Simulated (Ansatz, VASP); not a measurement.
# One calculation of C, two programs

```
CELL_PARAMETERS angstrom
2.46572 0.00000 0.00000
-1.23286 2.13538 0.00000
0.00000 0.00000 17.50000
ATOMIC_POSITIONS crystal
C 0.33333 0.66667 0.25714
C 0.66667 0.33333 0.25714
C 0.33333 0.00000 0.44629
C 0.00000 0.33333 0.44629
```

Alike in both runs: task single point; functional PBE; dispersion D3(BJ); k mesh 15 × 15 × 1; occupations gaussian, width 0.1 eV; no spin polarisation.

```csv
,VASP,Ansatz
version,VASP 6.6.1,Ansatz 0.2.0
potentials or method,"VASP PAW PBE potentials, release 64 (C)","scalar-relativistic, plane waves, PAW"
plane-wave cutoff (eV),520,420
valence electrons in the cell,16,16
```

VASP gave:

```
gap on the k mesh at the Fermi level (eV) : 0.42
least direct gap on the mesh (eV)         : 0.42
rms of the force components (eV/Å)        : 0.019
```

Estimate Ansatz's values.

gap on the k mesh at the Fermi level (eV): 0.42; least direct gap on the mesh (eV): 0.42; rms of the force components (eV/Å): 0.018.

Atom by atom the forces differ by 0.000 eV/Å (rms over components).
